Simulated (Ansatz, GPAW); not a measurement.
Given: the input of a run of Ansatz 0.2.0 on Hf. Atoms were shifted at random by some hundredths of an Å from the given cell, which wasn't relaxed again for these runs. This isn't the form of Hf at room conditions, which is hcp.

Contents of input.yaml:

```yaml
crystal:
  lattice:
    - [4.962329544, 0.0, 0.0]
    - [-2.481164772, 4.297503447, 0.0]
    - [0.0, 0.0, 3.08623225]
  atoms:
    - { symbol: Hf, position: [0.007658, 0.008981, 0.009594] }
    - { symbol: Hf, position: [0.339323, 0.664473, 0.489065] }
    - { symbol: Hf, position: [0.666121, 0.328914, 0.503402] }
kpoints:
  mp_grid: { grid: [6, 6, 9] }
scf:
  occupations: { method: fermi_dirac, width: 0.05 }
hamiltonian:
  xc: pbesol
  pseudopotentials: { kind: all_electron, lapw: { basis_error: 0.001 } }
output:
  forces: true
  stress: true
  eigenvalues: true
  populations: true
```

Potentials or basis: all-electron LAPW, scalar-relativistic.

Launch:

```sh
$ ansatz run input.yaml --threads 2 --pin off --max-ram 8192MiB --backend cpu --events-out ev --progress --plain --runs-dir out
```

Task: Translate it to GPAW 26.7.0 (ASE script). Potentials or basis there: PAW data sets generated for this functional, cutoff 600 eV.

Result: As run (cutoffs and basis follow the program's own potentials, and thresholds, step limits or extra output files can differ):

Contents of run.py:

```python
from ase import Atoms
from ase.dft.bandgap import bandgap
from ase.io import write
from ase.units import GPa
from gpaw import GPAW, PW, setup_paths

setup_paths.insert(0, '.')

atoms = Atoms(['Hf', 'Hf', 'Hf'],
              cell=[[4.962329544, 0.0, 0.0],
                    [-2.481164772, 4.297503447, 0.0],
                    [0.0, 0.0, 3.08623225]],
              scaled_positions=[[0.007658, 0.008981, 0.009594],
                                [0.339323, 0.664473, 0.489065],
                                [0.666121, 0.328914, 0.503402]],
              pbc=True)

calc = GPAW(mode=PW(600),
            xc='PBEsol',
            kpts={'size': (6, 6, 9), 'gamma': True},
            occupations={'name': 'fermi-dirac', 'width': 0.05},
            nbands=34,
            convergence={'density': 1e-05, 'energy': 1e-05},
            maxiter=150,
            txt='gpaw.txt')
atoms.calc = calc
energy = atoms.get_potential_energy()
forces = atoms.get_forces()
stress = atoms.get_stress()
calc.write('gs.gpw')
write('result.traj', atoms)
print(f'Energy: {energy:.6f} eV')
print('Forces (eV/A):')
print(forces.round(4))
print('Stress (GPa):', (stress / GPa).round(3))
print('Fermi level:', round(calc.get_fermi_level(), 4), 'eV')
print(f'Gap: {bandgap(calc)[0]:.4f} eV, direct: {bandgap(calc, direct=True)[0]:.4f} eV')
```

Potentials or basis: PAW data sets generated in the run's folder for this functional, pw.

Command:

```bash
$ gpaw-setup -f PBEsol Hf
$ OMP_NUM_THREADS=1 python run.py
```

Both were run:

|  | Ansatz | GPAW |
| --- | --- | --- |
| Pressure | -2.6 GPa | -2.1 GPa |
| Largest force | 0.248 eV/Å | 0.255 eV/Å |

Where Ansatz's input types no cutoff or centring, it takes its own default and a Γ-centred mesh.

Pressure is positive in compression.
